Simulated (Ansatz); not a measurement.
## GaSb: relaxation of cell and atoms with PBEsol

The system is GaSb.

```xyz
2
Lattice="-2.7534 2.7534 1.5907 2.7534 -2.7534 1.5907 2.7534 2.7534 -1.5907" Properties=species:S:1:pos:R:3 pbc="T T T"
Sb    0.0000    0.0000    0.0000
Ga    0.0000    2.7534    0.7954
```

Measurements of this composition are mostly on another form, of space group No. 216.

```json
{"Program": "Ansatz 0.2.0", "Task": "relaxation of cell and atoms", "Functional": "PBEsol", "Potentials or basis": "all-electron LAPW, scalar-relativistic", "Basis error allowed": "0.001 eV/atom", "k mesh": "10 × 10 × 10", "Occupations": "fermi-dirac, width 0.05 eV", "Spin": "no spin polarisation", "Target pressure": "5 GPa"}
```

| Quantity | Value |
| --- | --- |
| Relaxed volume | 21.34 Å³/atom |
| Relaxed cell | a = 4.053 Å, b = 4.053 Å, c = 4.053 Å, α = 97.95°, β = 97.95°, γ = 136.33° |
| Space group after relaxing (to 0.05 Å) | I-4m2 (No. 119) |
| Energy change on relaxing (the enthalpy is what falls) | +9.5 meV/atom |
| Ionic steps | 5 |
| Pressure after relaxing | 5.0 GPa |

The path:
| step | energy change (eV) | largest force (eV/Å) | volume (Å³) |
| --- | --- | --- | --- |
| 1 | 0.0000 | 0.0000 | 48.24 |
| 2 | 0.0262 | 0.0000 | 42.48 |
| 3 | 0.0182 | 0.0000 | 42.71 |
| 4 | 0.0191 | 0.0000 | 42.68 |
| 5 | 0.0190 | 0.0000 | 42.68 |

Final structure:
```
CELL_PARAMETERS angstrom
-2.66050 2.66050 1.50759
2.66050 -2.66050 1.50759
2.66050 2.66050 -1.50759
ATOMIC_POSITIONS crystal
Sb 0.00000 0.00000 0.00000
Ga 0.75000 0.25000 0.50000
```

Wall time 2.3 min on 1 thread of Arm Neoverse V1 (shared host), peak memory 0.43 GiB.

The run has no spin-orbit coupling, so splittings on Sb are missing.
